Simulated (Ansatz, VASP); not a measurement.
This is a calculation of W for VASP 6.6.1.

INCAR

```
ALGO = Normal ; EDIFF = 1E-6
ENCUT = 520 ; GGA = PE
ISIF = 2 ; ISMEAR = -1
LASPH = True ; LCHARG = False
LREAL = False ; LWAVE = False
NBANDS = 13 ; NELM = 100
PREC = Accurate ; SIGMA = 0.05
```

KPOINTS

```
k-points
0
Gamma
  11 11 11
```

Contents of POSCAR:

```
W
1.0
    0.0000000000      2.0567135898      2.0567135898
    2.0567135898      0.0000000000      2.0567135898
    2.0567135898      2.0567135898      0.0000000000
W
1
Direct
    0.0000000000      0.0000000000      0.0000000000
```

Potentials or basis: VASP PAW PBE potentials, release 64 (W_sv).

Command:

```console
$ cat potpaw_PBE.64/W_sv/POTCAR > POTCAR
$ mpirun -np 1 vasp_std > vasp.out
```

**Question.** Set up the same calculation for Ansatz 0.2.0. Potentials there: all-electron LAPW, scalar-relativistic.

**Answer.** As run (the cutoff follows the program's own potentials):

input.yaml

```yaml
crystal:
  lattice:
    - [0.0, 2.0567135898, 2.0567135898]
    - [2.0567135898, 0.0, 2.0567135898]
    - [2.0567135898, 2.0567135898, 0.0]
  atoms:
    - { symbol: W, position: [0.0, 0.0, 0.0] }
kpoints:
  mp_grid: { grid: [11, 11, 11] }
scf:
  occupations: { method: fermi_dirac, width: 0.05 }
hamiltonian:
  xc: pbe
  pseudopotentials: { kind: all_electron, lapw: { basis_error: 0.0005 } }
output:
  forces: true
  stress: true
  eigenvalues: true
```

Potentials or basis: all-electron LAPW, scalar-relativistic.

Command:

```console
$ ansatz run input.yaml --threads 1 --pin off --max-ram 2560MiB --backend cpu --events-out ev --progress --plain --runs-dir out
```

Both were run:

|  | VASP | Ansatz | Ansatz less VASP |
| --- | --- | --- | --- |
| gap on the k mesh at the Fermi level (eV) | none | none | - |
| pressure (GPa) | -14.3 | -14.4 | -0.16 |

A gap of «none» marks a metal or a gap that the smearing closes. Ansatz ran all-electron here, so the differences hold the error of VASP's frozen core and of both bases.

The runs have no spin-orbit coupling, so splittings on W are missing.
